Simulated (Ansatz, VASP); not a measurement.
# SiC: VASP beside Ansatz

```
C Si
1.0
     0.00000    1.91400    1.91400
     1.91400    0.00000    1.91400
     1.91400    1.91400    0.00000
C Si
1 1
Direct
  0.00000 0.00000 0.00000
  0.50000 0.50000 0.50000
```

Alike in both runs: task single point; functional PBE; k mesh 20 × 20 × 20; occupations gaussian, width 0.05 eV; no spin polarisation.

```csv
,VASP,Ansatz
version,VASP 6.6.1,Ansatz 0.2.0
potentials or method,"VASP PAW PBE potentials, release 64 (C, Si)","scalar-relativistic, plane waves, PAW"
plane-wave cutoff (eV),520,420
valence electrons in the cell,8,8
```

|  | VASP | Ansatz | Ansatz less VASP |
| --- | --- | --- | --- |
| gap on the k mesh at the Fermi level (eV) | 0.25 | 0.27 | +0.019 |
| least direct gap on the mesh (eV) | 5.28 | 5.29 | +0.012 |

 As with any semilocal functional, this PBE gap is likely too small. A k mesh can miss the band edges.
